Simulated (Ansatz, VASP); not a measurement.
## Y in VASP and in Ansatz

```
Y
1.0
     0.00000    2.28620    2.48500
     2.28620    0.00000    2.48500
     2.28620    2.28620    0.00000
Y
1
Cartesian
  0.0000 0.0000 0.0000
```

Change from the starting cell: strain -0.080 along x and y, +0.000 along z, atoms carried along.

Alike in both runs: task single point; functional PBEsol; k mesh 16 × 16 × 16; occupations gaussian, width 0.15 eV; no spin polarisation.

|  | VASP | Ansatz |
| --- | --- | --- |
| version | VASP 6.6.1 | Ansatz 0.2.0 |
| potentials or method | VASP PAW PBE potentials, release 64 (Y_sv) | scalar-relativistic, plane waves, PAW |
| plane-wave cutoff (eV) | 520 | 420 |
| valence electrons in the cell | 11 | 11 |

|  | VASP | Ansatz | Ansatz less VASP |
| --- | --- | --- | --- |
| gap on the k mesh at the Fermi level (eV) | none | none | - |
| pressure (GPa) | 9.1 | 9.3 | +0.23 |
| largest component of the traceless stress (GPa) | 2.07 | 2.03 | -0.042 |

A gap of «none» marks a metal or a gap that the smearing closes. The functional is the same, so the differences come from potentials, cutoffs and numerics.

Caveats: the PAW data sets were made with another functional, which shifts forces and pressure a little (VASP).
